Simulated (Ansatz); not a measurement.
# Deforming HgTe

```
CELL_PARAMETERS angstrom
0.00000 2.92150 2.92150
2.92150 0.00000 2.92150
2.92150 2.92150 0.00000
ATOMIC_POSITIONS crystal
Hg 0.00000 0.00000 0.00000
Te 0.50000 0.50000 0.50000
```

Atoms are numbered in the order listed.

The cell is COD entry 1538296, as deposited and not checked against the literature; nothing was relaxed.

Spin–orbit coupling is left out, though it moves levels of the heavy atoms by tenths of an eV or more.

Theory: DFT, LDA, all-electron PAW with datasets made for the crystal, scalar-relativistic in Ansatz 0.2.0.

Settings: a Γ-centred 10×10×10 k mesh, Fermi–Dirac smearing of 0.08 eV, cutoff 260 eV (chosen by the program for this cell), no spin polarisation.

The unchanged cell is at 3.85 GPa.

In a metal, stresses and small energies carry noise from the k mesh.

x, y and z are the Cartesian axes of the cell as listed; fractional coordinates follow a strain, and an engineering shear is twice the off-diagonal strain component.

(1) With this change (equal xy, yz and zx engineering shear strains of -2 %), what becomes of the energy and stress?

(2) With this change (equal xy, yz and zx engineering shear strains of +1 %), what becomes of the energy and stress?

(3) With this change (equal xy, yz and zx engineering shear strains of +3 %), what becomes of the energy and stress?

(4) With this change (equal xy, yz and zx engineering shear strains of -3 %), what becomes of the energy and stress?

(5) With this change (equal xy, yz and zx engineering shear strains of -1 %), what becomes of the energy and stress?

(6) With this change (equal xy, yz and zx engineering shear strains of +2 %), what becomes of the energy and stress?

Answers

(1) Energy change +2 meV/atom; stress change (xx, yy, zz, yz, xz, xy) 0.02, 0.02, 0.02, 0.38, 0.38, 0.38 GPa, compression positive.

(2) Energy change under 1 meV/atom; stress change (xx, yy, zz, yz, xz, xy) 0.00, 0.00, 0.00, -0.20, -0.20, -0.20 GPa, compression positive.

(3) Energy change +5 meV/atom; stress change (xx, yy, zz, yz, xz, xy) 0.04, 0.04, 0.04, -0.60, -0.60, -0.60 GPa, compression positive.

(4) Energy change +4 meV/atom; stress change (xx, yy, zz, yz, xz, xy) 0.04, 0.04, 0.04, 0.57, 0.57, 0.57 GPa, compression positive.

(5) Energy change under 1 meV/atom; stress change (xx, yy, zz, yz, xz, xy) 0.00, 0.00, 0.00, 0.19, 0.19, 0.19 GPa, compression positive.

(6) Energy change +2 meV/atom; stress change (xx, yy, zz, yz, xz, xy) 0.02, 0.02, 0.02, -0.40, -0.40, -0.40 GPa, compression positive.
